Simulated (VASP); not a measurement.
Write the native input for VASP 6.6.1 that does the following.

| Quantity | Value |
| --- | --- |
| Task | relaxation of cell and atoms |
| Functional | PBE |
| Potentials or basis | VASP PAW PBE potentials, release 64 (Cs_sv, Cl) |
| Cutoff | 600 eV |
| k mesh | 4 × 4 × 4 |
| Occupations | gaussian, width 0.1 eV |
| Spin | no spin polarisation |
| Dipole correction | no |
| Further INCAR settings | ALGO = Fast; EDIFF = 1e-07; IBRION = 2; EDIFFG = -0.04; NSW = 90; ISIF = 3 |

The structure of Cs3Cl2 lies in POSCAR:

```
Cs3Cl2
1.0
    6.1854301800      0.0000000000      0.0000000000
    0.0000000000      6.1854301800      0.0000000000
    0.0000000000      0.0000000000      6.1854301800
Cs Cl
3 2
Direct
    0.0000000000      0.5000000000      0.5000000000
    0.5000000000      0.0000000000      0.5000000000
    0.5000000000      0.5000000000      0.0000000000
    0.0000000000      0.0000000000      0.0000000000
    0.5000000000      0.5000000000      0.5000000000
```

The cell was built by a generator and needn't be a form met in nature.

The cell isn't the ideal one: random cell by space group and Wyckoff sites (Pm-3m, No. 221).

These files were run (other wordings do the same):

INCAR

```
SYSTEM = Cs3Cl2
PREC = Accurate ; ENCUT = 600
EDIFF = 1E-7 ; ISMEAR = 0
SIGMA = 0.1 ; LREAL = .False.
LASPH = .True. ; NELM = 100
ALGO = Fast ; ISIF = 3
LWAVE = .False. ; LCHARG = .False.
GGA = PE ; IBRION = 2
NSW = 90 ; EDIFFG = -0.04
```

KPOINTS

```
regular mesh
0
Gamma
  4 4 4
  0 0 0
```

Potentials or basis: VASP PAW PBE potentials, release 64 (Cs_sv, Cl).

Launch:

```bash
$ cat potpaw_PBE.64/Cs_sv/POTCAR potpaw_PBE.64/Cl/POTCAR > POTCAR
$ mpirun -np 1 vasp_std > vasp.out
```

Results of the run:

- Relaxed volume: 62.15 Å³/atom
- Relaxed cell: a = 6.773 Å, b = 6.773 Å, c = 6.773 Å, α = 90.00°, β = 90.00°, γ = 90.00°
- Space group after relaxing (to 0.05 Å): Pm-3m (No. 221)
- Energy gained by relaxing: 123.9 meV/atom
- Ionic steps: 4
- Pressure after relaxing: 0.1 GPa
- Band gap on the k mesh: none (metal or under the smearing width)

Caveat: the volume moved by over 15 % at a fixed basis, so the end points are rough; an odd number of electrons without spin polarisation forces a metal; a magnetic or distorted state may lie lower.

It took 7.1 min on 1 thread of Intel(R) Xeon(R) Platinum 8488C (Sapphire Rapids) (shared host), peak memory 0.4 GiB.
